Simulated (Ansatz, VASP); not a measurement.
CaSe in VASP and in Ansatz

run.py

```python
from ase.calculators.vasp import Vasp
from ase.dft.bandgap import bandgap
from ase.io import read

atoms = read('POSCAR')
calc = Vasp(
    directory='calc',
    xc='pbe',
    pp='PBE',
    setups='recommended',
    prec='Accurate',
    encut=520,
    ediff=1e-07,
    ismear=0,
    sigma=0.05,
    lreal=False,
    lasph=True,
    nelm=100,
    algo='Normal',
    isif=2,
    lwave=False,
    lcharg=False,
    kpts=[7, 7, 7],
    gamma=True,
)
atoms.calc = calc

print('energy (eV):', atoms.get_potential_energy())
print('free energy (eV):', atoms.get_potential_energy(force_consistent=True))
print('forces (eV/A):')
print(atoms.get_forces())
print('stress (eV/A^3, Voigt):', atoms.get_stress())
print('Fermi level (eV):', calc.get_fermi_level())
gap, top, bottom = bandgap(calc)
print('band gap (eV):', gap, 'from (spin, k, band)', top, 'to', bottom)
```

POSCAR

```
CaSe
1.0
    0.0000000000      3.3000000000      3.3000000000
    3.3000000000      0.0000000000      3.3000000000
    3.3000000000      3.3000000000      0.0000000000
Se Ca
1 1
Direct
    0.2500000000      0.2500000000      0.2500000000
    0.0000000000      0.0000000000      0.0000000000
```

input.yaml

```yaml
crystal:
  lattice:
    - [0.0, 3.3, 3.3]
    - [3.3, 0.0, 3.3]
    - [3.3, 3.3, 0.0]
  atoms:
    - { symbol: Se, position: [0.25, 0.25, 0.25] }
    - { symbol: Ca, position: [0.0, 0.0, 0.0] }
hamiltonian:
  xc: pbe
  pseudopotentials: { kind: paw }
kpoints:
  mp_grid: { grid: [7, 7, 7] }
scf:
  occupations: { method: gaussian, width: 0.05 }
output:
  forces: true
  stress: true
  eigenvalues: true
  write_density: true
  write_potential: true
  elf: true
  volumetric_format: npy
```

The cell comes from a database or a generator and needn't be the stable form of this composition.

Alike in both runs: task single point; functional PBE; k mesh 7 × 7 × 7; occupations gaussian, width 0.05 eV; no spin polarisation.

```csv
,VASP,Ansatz
version,VASP 6.6.1,Ansatz 0.2.0
potentials or method,"VASP PAW PBE potentials, release 64 (Se, Ca_sv)",Ansatz PAW
plane-wave cutoff (eV),520,420
valence electrons in the cell,16,26
```

VASP gave:

- gap on the k mesh at the Fermi level (eV): 3.15
- least direct gap on the mesh (eV): 3.24
- pressure (GPa): -0.1

Task: Which values does Ansatz return?

Result: gap on the k mesh at the Fermi level (eV): 3.15; least direct gap on the mesh (eV): 3.24; pressure (GPa): -0.2.

The two sets of potentials don't hold the same shells in valence.

Caveats: an odd mesh through Γ misses points on the zone boundary, where band edges often lie (VASP); odd divisions of the mesh miss points on the zone boundary, where band edges often lie, so the gap on the mesh can be too wide (Ansatz).
